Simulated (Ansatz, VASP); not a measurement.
# TiO2 in VASP and in Ansatz

```
Ti O
1.0
     0.05848    2.45531    2.45531
     2.45531    0.05848    2.45531
     2.45531    2.45531    0.05848
Ti O
1 2
Direct
  0.00000 0.00000 0.00000
  0.24913 0.24913 0.24913
  0.75087 0.75087 0.75087
```

Change from the starting cell: shear_111 strain +3.7%.

Alike in both runs: task single point; functional PBE; k mesh 10 × 10 × 10; occupations fermi-dirac, width 0.02 eV; no spin polarisation.

|  | VASP | Ansatz |
| --- | --- | --- |
| version | VASP 6.6.1 | Ansatz 0.2.0 |
| potentials or method | VASP PAW PBE potentials, release 64 (Ti_sv, O) | plane waves, PAW |
| plane-wave cutoff (eV) | 520 | 420 |
| valence electrons in the cell | 24 | 24 |

|  | VASP | Ansatz | Ansatz less VASP |
| --- | --- | --- | --- |
| gap on the k mesh at the Fermi level (eV) | 1.11 | 1.12 | +0.015 |
| pressure (GPa) | -2.3 | -3.1 | -0.75 |
| largest component of the traceless stress (GPa) | 0.68 | 0.62 | -0.056 |
| rms of the force components (eV/Å) | 0.016 | 0.011 | -0.0046 |

Atom by atom the forces differ by 0.005 eV/Å (rms over components).

A k mesh can miss the band edges.
